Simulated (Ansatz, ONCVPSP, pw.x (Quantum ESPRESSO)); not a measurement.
# Ru (Z = 44): one change to the ONCV potential, in the atom and in the fcc crystal

Ru (Z = 44), optimised norm-conserving Vanderbilt (ONCV), made with ONCVPSP 4.0.1.1 (patched build) (PBE, scalar-relativistic). Core [Ar] 3d10, reference 4s2 4p6 4d7 5s1. Waves: 4s+5s: rc 1.65 bohr, ncon 4, nbas 9, qcut 9.4 1/bohr, 3 projectors, debl 3.6 Ha; 4p: rc 1.65 bohr, ncon 3, nbas 7, qcut 8.3 1/bohr, 1 projector; 4d: rc 2.10 bohr, ncon 3, nbas 8, qcut 6.2 1/bohr, 1 projector. Local part: polynomial inside 1.15 bohr (lpopt 5, dvloc0 4 Ha). Core correction: none.

Change: all radii scaled by about 1.20 (s 1.98, p 1.98, d 2.52 bohr); local potential polynomial inside 1.38 bohr (lpopt 5, dvloc0 4 Ha).

Cutoffs, loose and tight: the cutoffs (Ha) at which the residual kinetic energy of the hardest occupied pseudo-wave falls to 1 and 0.1 mHa per electron. They do not see the model core or the augmentation charge, which bear on the density cutoff. Test errors are all-electron minus pseudo excitation energies from the reference, over the configurations 4s2 4p6 4d7 5s0; 4s2 4p6 4d6 5s0; 4s2 4p6 4d5 5s0; 4s2 4p6 4d6 5s2; variants that change the core or the reference have their own tests.

Crystal test: fcc Ru in pw.x 7.5, no spin, 15³ k-points, Fermi–Dirac smearing 0.01 Ry, cutoffs set for each file from its atomic test. The reference is all-electron LAPW (Ansatz 0.2.0) with the same functional, mesh and smearing; V0 and B0 come from Birch–Murnaghan fits to the pressures at five volumes. Errors are pseudo minus all-electron; Δ is the rms difference of the E(V) curves that follow from these fits, minima aligned, over ±6 % about the mean V0. Mesh and smearing are coarse, so the numbers serve the comparison and aren't converged zero-temperature values; the lattice is a test structure that the element need not adopt.

All-electron: a0 = 3.812 Å (V0 = 13.85 Å³/atom), B0 = 303.1 GPa.

Does the change bring the crystal closer to the all-electron result?

The mean pressure error goes from -1.37 to +0.62 GPa, so the change moves the solid closer to the all-electron pressures. At 80 % of its cutoff the pressure of the changed file moves by -1.17 GPa.

| quantity | base | changed |
| --- | --- | --- |
| outcome (atom) | generated | generated |
| cutoff, loose (atom) | 26 Ha | 22 Ha |
| cutoff, tight (atom) | 31 Ha | 27 Ha |
| bound ghosts (atom) | none | none |
| largest test error (meV) (atom) | +17 | +54 |
| cutoffs in pw.x (Ry) | 75/300 | 65/260 |
| a0 (Å) | 3.807 | 3.815 |
| a0 error (%) | -0.15 | +0.06 |
| B0 error (%) | +3.0 | +2.3 |
| Δ (meV/atom) | 4.1 | 1.8 |
| mean pressure error (GPa) | -1.37 | +0.62 |
